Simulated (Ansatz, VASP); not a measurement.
Al in VASP and in Ansatz

INCAR

```
SYSTEM = Al
PREC     = Accurate       ! precision mode
ENCUT    = 600            ! plane-wave cutoff, eV
EDIFF    = 1E-6           ! SCF threshold, eV
ISMEAR   = 0              ! smearing method
SIGMA    = 0.1            ! smearing width, eV
LREAL    = .False.        ! projectors in reciprocal space
LASPH    = .True.         ! aspherical terms in the spheres
NELM     = 100            ! most SCF steps
ALGO     = Normal         ! electronic algorithm
ISIF     = 3              ! what is computed and relaxed
LWAVE    = .False.        ! write WAVECAR
LCHARG   = .False.        ! write CHGCAR
GGA      = PS             ! functional
IBRION   = 2              ! ionic algorithm
NSW      = 100            ! ionic steps
EDIFFG   = -0.005         ! ionic threshold
```

The input KPOINTS:

```
regular mesh
0
Gamma
  18 18 18
  0 0 0
```

The input POSCAR:

```
Al
1.0
    0.0000000000      2.0194648466      2.0194648466
    2.0194648466      0.0000000000      2.0194648466
    2.0194648466      2.0194648466      0.0000000000
Al
1
Direct
    0.0000000000      0.0000000000      0.0000000000
```

Input for Ansatz:

```yaml
crystal:
  lattice:
    - [0.0, 2.0194648466, 2.0194648466]
    - [2.0194648466, 0.0, 2.0194648466]
    - [2.0194648466, 2.0194648466, 0.0]
  atoms:
    - { symbol: Al, position: [0.0, 0.0, 0.0] }
basis:
  ecutwfc: 420
kpoints:
  mp_grid: { grid: [18, 18, 18] }
hamiltonian:
  xc: pbesol
scf:
  occupations: { method: gaussian, width: 0.1 }
output:
  forces: true
  stress: true
  eigenvalues: true
relax:
  adjacent_minimum: "off"
  f_tol: 0.005
  max_steps: 80
  cell: { stress_tol: 0.05 }
```

Alike in both runs: task relaxation of cell and atoms; functional PBEsol; k mesh 18 × 18 × 18; occupations gaussian, width 0.1 eV; no spin polarisation.

```csv
,VASP,Ansatz
version,VASP 6.6.1,Ansatz 0.2.0
potentials or method,"VASP PAW PBE potentials, release 64 (Al)","scalar-relativistic, plane waves, PAW"
plane-wave cutoff (eV),600,420
valence electrons in the cell,3,3
```

```tsv
	VASP	Ansatz	Ansatz less VASP
gap on the k mesh at the Fermi level, each at its own relaxed structure (eV)	none	none	-
relaxed volume (Å³/atom)	16.19	16.19	-0.008
relaxed cell length with the largest relative difference (Å)	2.840	2.839	-0.0005
energy change over the relaxation (meV/atom)	-1	-1	-0.1
```

A gap of «none» marks a metal or a gap that the smearing closes.

Caveats: the PAW data sets were made with another functional, which shifts forces and pressure a little (VASP).
